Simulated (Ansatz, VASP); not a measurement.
**One calculation of MgGe2, two programs**

Contents of INCAR:

```
SYSTEM = MgGe2
PREC = Accurate
ENCUT = 600
EDIFF = 1E-7
ISMEAR = 0
SIGMA = 0.1
LREAL = .FALSE.
LASPH = .TRUE.
NELM = 100
ALGO = Normal
ISIF = 3
LWAVE = .FALSE.
LCHARG = .FALSE.
GGA = PE
IBRION = 2
NSW = 90
EDIFFG = -0.04
```

Contents of KPOINTS:

```
Automatic mesh
0
G
  4 4 4
  0 0 0
```

The input POSCAR:

```
MgGe2
1.0
    0.0000000000      3.7842387100      3.7842387100
    3.7842387100      0.0000000000      3.7842387100
    3.7842387100      3.7842387100      0.0000000000
Mg Ge
2 4
Direct
    0.2500000000      0.2500000000      0.2500000000
    0.0000000000      0.0000000000      0.0000000000
    0.6250000000      0.6250000000      0.6250000000
    0.1250000000      0.6250000000      0.6250000000
    0.6250000000      0.1250000000      0.6250000000
    0.6250000000      0.6250000000      0.1250000000
```

Input for Ansatz:

```yaml
crystal:
  lattice:
    - [0.0, 3.78423871, 3.78423871]
    - [3.78423871, 0.0, 3.78423871]
    - [3.78423871, 3.78423871, 0.0]
  atoms:
    - { symbol: Mg, position: [0.25, 0.25, 0.25] }
    - { symbol: Mg, position: [0.0, 0.0, 0.0] }
    - { symbol: Ge, position: [0.625, 0.625, 0.625] }
    - { symbol: Ge, position: [0.125, 0.625, 0.625] }
    - { symbol: Ge, position: [0.625, 0.125, 0.625] }
    - { symbol: Ge, position: [0.625, 0.625, 0.125] }
basis:
  ecutwfc: 420
kpoints:
  mp_grid: { grid: [4, 4, 4] }
hamiltonian:
  xc: pbe
scf:
  occupations: { method: gaussian, width: 0.1 }
  lower_state_search: "off"
output:
  forces: true
  stress: true
  eigenvalues: true
relax:
  adjacent_minimum: "off"
  f_tol: 0.04
  max_steps: 70
  cell: { stress_tol: 0.4 }
```

Change from the starting cell: species swapped into the TmPt2 type (Fd-3m, No. 227).

Alike in both runs: task relaxation of cell and atoms; functional PBE; k mesh 4 × 4 × 4; occupations gaussian, width 0.1 eV; no spin polarisation.

|  | VASP | Ansatz |
| --- | --- | --- |
| version | VASP 6.6.1 | Ansatz 0.2.0 |
| potentials or method | VASP PAW PBE potentials, release 64 (Mg, Ge_d) | scalar-relativistic, plane waves, PAW |
| plane-wave cutoff (eV) | 600 | 420 |
| valence electrons in the cell | 60 | 76 |

|  | VASP | Ansatz | Ansatz less VASP |
| --- | --- | --- | --- |
| gap on the k mesh at the Fermi level, each at its own relaxed structure (eV) | none | none | - |
| relaxed volume (Å³/atom) | 21.26 | 21.28 | +0.018 |
| relaxed cell length with the largest relative difference (Å) | 5.651 | 5.652 | +0.0016 |
| energy change over the relaxation (meV/atom) | -94 | -95 | -0.5 |

A gap of «none» marks a metal or a gap that the smearing closes. The two sets of potentials don't hold the same shells in valence.

Caveats: the volume moved by over 15 % at a fixed basis, so the end points are rough (VASP).
